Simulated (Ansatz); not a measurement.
Input and output for F (diamond type): DFT, PBE, all-electron LAPW, scalar-relativistic (Ansatz 0.2.0). This run: volume at 0.52 of the series' base cell.

The cell comes from a relaxation on PAW files under the same functional, begun from a prototype that needn't be the stable phase.

Command: `ansatz run input.yaml --threads 1 --pin off --max-ram 2048MiB --backend cpu --events-out ev --progress --plain --runs-dir out` It took 13 s on 1 thread of Arm Neoverse V1, on a shared host, peak memory 0.29 GiB.

```yaml
crystal:
  lattice:
    - [0.0, 1.959979359, 1.959979359]
    - [1.959979359, 0.0, 1.959979359]
    - [1.959979359, 1.959979359, 0.0]
  atoms:
    - { symbol: F, position: [-0.125, -0.125, -0.125] }
    - { symbol: F, position: [0.125, 0.125, 0.125] }
kpoints:
  mp_grid: { grid: [13, 13, 13] }
  band_path:
    path:
      - [0.0, 0.0, 0.0]
      - [0.5, 0.0, 0.5]
      - [0.625, 0.25, 0.625]
      - [0.375, 0.375, 0.75]
      - [0.0, 0.0, 0.0]
      - [0.5, 0.5, 0.5]
      - [0.5, 0.25, 0.75]
      - [0.5, 0.0, 0.5]
    npoints: 8
scf:
  occupations: { method: fermi_dirac, width: 0.05 }
hamiltonian:
  xc: pbe
  pseudopotentials: { kind: all_electron, lapw: { basis_error: 0.001 } }
output:
  forces: true
  stress: true
  eigenvalues: true
  populations: true
  dos: { projected: true, de: 0.2, e_range: [-14, 8] }
```

Output:

```
F: projections on atomic orbitals take those of the free atom 1s2 2s2 2p5, of charge +0.00 (hamiltonian.pseudopotentials.projection_atoms)
LAPW: plane waves up to 11.391 Å⁻¹, error target 1.0e-3 eV per atom; small_component_spin mean_spin; F in spheres of 0.849 Å, 9 of its electrons in bands, Dirac shells [] (how accurate: hamiltonian.pseudopotentials.lapw.basis_error, Limitations)
Engine: ansatz 0.2.0
Pseudopotentials: kind: all_electron
Pseudopotential: F, LAPW, valence charge 9, lapw/all_electron/scalar/gaussian/F, Koelling and Harmon's equation, gaussian nucleus
Functional definition: PBE
  parameter kappa = 0.804
  parameter beta = 0.06672455060314922
  exchange = pbe_x(kappa = kappa, mu = beta*pi^2/3)
  correlation = pbe_c(beta = beta)
Crystal: 2 atoms, lattice volume = 15.059 Å³
Basis set: ecut = 494.3234639935009 eV, 339 PW (Γ), exchange–correlation at level 2
Bands: 13, of which v1, the nominal top of the filled ones, is band 9 counted from 1 (8 counted from 0)
Symmetry: 48 space group operations
Space group: Fd-3m (ITA 227), of the structure as read, at distance tolerance 2.5e-5 Å
k-points: 84 of 2197
Non-local potential: F, projectors of the file, none
Initial density: superposition of atomic densities (chi_scale 0.1, normalization cell)
Initial wavefunctions: plane waves of lowest kinetic energy (no species holds an atomic orbital)
Functional: x = pbe(κ = 0.804, μ = 0.2195149727645171), c = pbe(β = 0.06672455060314922)
iter 1 solved again at ethr=3.36e-4 eV; its pass at ethr=1.00e-1 eV (dr2=6.04e-2 eV) is discarded
SCF iter   1: F=—  HF=-5427.376699 eV  |F-HF|=—  |Δ(HF+E_count)|=         —  Δρ=2.49e-2  dr2=6.05e-2  ethr=3.36e-4  ⟨swp⟩=3.0  Hψ=7264  notcnv=0
preconditioner: auto → LDOS  [metal: Δε(μ)=0.010 eV  Ē_g=25.205 eV  σ=0.050 eV  W_gap=0.05  n_scr=8 (ndim 8)  ℏωp=35.8 eV  f_vac=0.109  D(μ)=2.67/eV (n_scr^D=58)  β→1.0]
SCF iter   2: F=—  HF=-5427.258608 eV  |F-HF|=—  |Δ(HF+E_count)|=   1.18e-1  Δρ=1.04e-2  dr2=7.92e-3  ethr=3.36e-4  ⟨swp⟩=3.0  Hψ=3620  notcnv=0
iter 3 solved again at ethr=1.19e-6 eV; its pass at ethr=4.40e-5 eV (dr2=2.15e-4 eV) is discarded
SCF iter   3: F=—  HF=-5427.269576 eV  |F-HF|=—  |Δ(HF+E_count)|=   1.10e-2  Δρ=1.53e-3  dr2=2.14e-4  ethr=1.19e-6  ⟨swp⟩=2.0  Hψ=5612  notcnv=0
SCF iter   4: F=—  HF=-5427.269175 eV  |F-HF|=—  |Δ(HF+E_count)|=   4.02e-4  Δρ=7.76e-5  dr2=1.84e-7  ethr=1.19e-6  ⟨swp⟩=2.7  Hψ=3186  notcnv=0
SCF iter   5: F=-5427.269189 eV  HF=-5427.269189 eV  |F-HF|=1.27e-8  |Δ(HF+E_count)|=   1.46e-5  Δρ=8.07e-6  dr2=2.17e-9  ethr=1.02e-9  ⟨swp⟩=3.0  Hψ=3747  notcnv=0
SCF 1 converged in 5 iterations: F = -5427.269189 eV  dr2 = 2.17e-9
NSCF: frozen V_eff on 57 k-points
SCF converged after 5 iterations
Free energy (F): -5427.269189 eV
Harris-Foulkes:  -5427.269189 eV  (|F-HF|=1.27e-8)
Internal energy: -5427.248135 eV  (E = F + TS)
E sigma→0 (E₀):  -5427.258662 eV
Entropy (-TS):   -0.021054 eV (-10.527 meV/atom)
Fermi energy:    5.770638 eV
--- Per-component energies (eV) ---
  E_band       = -2661.765695
  E_kinetic    = 5459.001299
  E_xc         = -563.920274
  E_electrostatic = -10322.329161  (all electrons and nuclei)
  E_smearing   = -0.021054  (= −TS)
  E_closure    = 0.000000  (closes the sum)
  E_atoms      = -5428.364096  (free atoms, spherical and without spin; not in F)
  Σ components = -5427.269189   (vs F -5427.269189, Δ=0.00e0)
  Basis errors (estimates in eV, not in F): energy 4.1e-4 per atom: plane waves 4.1e-4 (2.5e-4 summed), levels above the bands 2.3e-210, relativity 2.0e-7, radial functions 6.6e-6, core shells 0.0e0; eigenvalues (radial functions only) 2.5e-4; not estimated: angular momenta, meshes, grids; target (lapw.basis_error) 1.0e-3; muffin-tin radii F 0.849 Å
--- Forces (eV/Å), atoms counted from 1 ---
  atom   1  F      0.00000000    -0.00000000     0.00000000
  atom   2  F     -0.00000000    -0.00000000     0.00000000
  max |Σ_I F_I| component: 7.86e-17 eV/Å
--- Stress (GPa, compression-positive) ---
      129.475741       0.000000      -0.000000
        0.000000     129.475741      -0.000000
       -0.000000      -0.000000     129.475741
  P = ⅓ Tr σ = 129.4757 GPa (1294.757 kbar)
--- Band table (eV; the first three rows and the last of 84) ---
  k-point 0: bands = ["-649.8432", "-649.8432", "-22.4003", "-12.7319", "-0.1813", "-0.1813", "-0.1813", "3.6426", "3.6426", "3.6426", "16.5457", "34.1788", "34.1788"]
  k-point 1: bands = ["-649.8432", "-649.8432", "-22.3148", "-12.8876", "-0.2705", "-0.2705", "-0.2636", "3.7187", "3.7437", "3.7437", "16.7882", "32.9099", "32.9099"]
  k-point 2: bands = ["-649.8432", "-649.8432", "-22.0643", "-13.3275", "-0.5147", "-0.4953", "-0.4953", "3.9784", "4.0000", "4.0000", "17.4374", "31.0571", "31.6570"]
  k-point 83: bands = ["-649.8432", "-649.8432", "-18.5789", "-17.7843", "-3.2885", "-2.9055", "2.2344", "2.9049", "6.1191", "6.1983", "21.0810", "21.6370", "31.9124"]
--- Löwdin populations: 2 sites ---
  site symbol       q [e]
     0      F      8.9898
     1      F      8.9898
  spilling = 0.001134 (of n_electrons = 18.000000)
```

populations.tsv:

```
# site	symbol	l	j	q
# orbitals = lowdin
# n_electrons = 18.000000
# spilling = 0.001134
# projection_atom_F: 1s2 2s2 2p5
0	F	0_1S	-	1.999988
0	F	0_2S	-	1.995210
0	F	1_2P	-	4.994594
1	F	0_1S	-	1.999988
1	F	0_2S	-	1.995210
1	F	1_2P	-	4.994594
```

Next run (volume at 0.45 of the series' base cell), as changes to the input before:

```diff
   lattice:
-    - [0.0, 1.959979359, 1.959979359]
-    - [1.959979359, 0.0, 1.959979359]
-    - [1.959979359, 1.959979359, 0.0]
+    - [0.0, 1.8677606485, 1.8677606485]
+    - [1.8677606485, 0.0, 1.8677606485]
+    - [1.8677606485, 1.8677606485, 0.0]
   atoms:
```

Results part of the output:

```
SCF 1 converged in 5 iterations: F = -5425.114972 eV  dr2 = 2.88e-9
NSCF: frozen V_eff on 57 k-points
SCF converged after 5 iterations
Free energy (F): -5425.114972 eV
Harris-Foulkes:  -5425.114972 eV  (|F-HF|=1.75e-8)
Internal energy: -5425.098307 eV  (E = F + TS)
E sigma→0 (E₀):  -5425.106640 eV
Entropy (-TS):   -0.016665 eV (-8.333 meV/atom)
Fermi energy:    8.697343 eV
--- Per-component energies (eV) ---
  E_band       = -2624.883186
  E_kinetic    = 5473.744798
  E_xc         = -566.461954
  E_electrostatic = -10332.381150  (all electrons and nuclei)
  E_smearing   = -0.016665  (= −TS)
  E_closure    = 0.000000  (closes the sum)
  E_atoms      = -5428.364096  (free atoms, spherical and without spin; not in F)
  Σ components = -5425.114972   (vs F -5425.114972, Δ=0.00e0)
  Basis errors (estimates in eV, not in F): energy 4.2e-4 per atom: plane waves 4.1e-4 (2.5e-4 summed), levels above the bands 5.6e-215, relativity 1.2e-7, radial functions 9.6e-6, core shells 0.0e0; eigenvalues (radial functions only) 2.5e-4; not estimated: angular momenta, meshes, grids; target (lapw.basis_error) 1.0e-3; muffin-tin radii F 0.809 Å
--- Forces (eV/Å), atoms counted from 1 ---
  atom   1  F      0.00000000     0.00000000     0.00000000
  atom   2  F     -0.00000000    -0.00000000     0.00000000
  max |Σ_I F_I| component: 3.70e-17 eV/Å
--- Stress (GPa, compression-positive) ---
      219.727459       0.000000      -0.000000
        0.000000     219.727459       0.000000
       -0.000000       0.000000     219.727459
  P = ⅓ Tr σ = 219.7275 GPa (2197.275 kbar)
--- Band table (eV; the first three rows and the last of 84) ---
  k-point 0: bands = ["-647.4130", "-647.4130", "-21.7089", "-9.4081", "1.5846", "1.5846", "1.5846", "6.0201", "6.0201", "6.0201", "19.6864", "37.9772", "37.9772"]
  k-point 1: bands = ["-647.4130", "-647.4130", "-21.6053", "-9.6352", "1.4756", "1.4756", "1.5107", "6.1310", "6.1464", "6.1464", "19.9525", "36.4643", "36.4643"]
  k-point 2: bands = ["-647.4130", "-647.4130", "-21.3013", "-10.2669", "1.2024", "1.2024", "1.2708", "6.4650", "6.4650", "6.4979", "20.6540", "34.7142", "35.0769"]
  k-point 83: bands = ["-647.4130", "-647.4130", "-17.0183", "-16.0420", "-2.2008", "-1.7312", "4.7571", "5.5196", "9.0835", "9.1573", "23.9760", "24.5311", "35.9843"]
--- Löwdin populations: 2 sites ---
  site symbol       q [e]
     0      F      8.9853
     1      F      8.9853
  spilling = 0.001629 (of n_electrons = 18.000000)
```

The structure type is held throughout; the real material can change phase at far lower pressure.
